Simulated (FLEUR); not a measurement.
The system is BN.

```
N B
1.0
     1.25112    0.72234    3.37293
    -1.25112    0.72234    3.37293
     0.00000   -1.44467    3.37293
N B
1 1
Direct
  0.66724 0.66724 0.66724
  0.00033 0.00033 0.00033
```

The cell is a database's computed one.

Base run:

* Program: FLEUR MaX-R8.1 (later development tree)
* Functional: r2SCAN
* Potentials or basis: all-electron
* Basis: FLAPW
* Kmax: 5.71 1/bohr
* k mesh: 12 × 12 × 12
* Occupations: fermi-dirac, width 0.05 eV
* Spin: no spin polarisation

Its results: band gap on the k mesh 4.76 eV, indirect (least direct gap 5.29 eV).

Q: The run is repeated on the same cell with these changes: functional from r2SCAN to LDA. What comes out?

A: Band gap on the k mesh 4.10 eV, indirect (least direct gap 4.56 eV).

r2SCAN gives the wider gap, since meta-GGAs in the generalised Kohn-Sham scheme recover part of the derivative discontinuity.

Caveats: the meta-GGA is that of a development version, with a GGA for the radial functions and cores and without core tails (some runs); core charge leaks out of the spheres, which shifts energies (some runs).

A k mesh can miss the band edges.
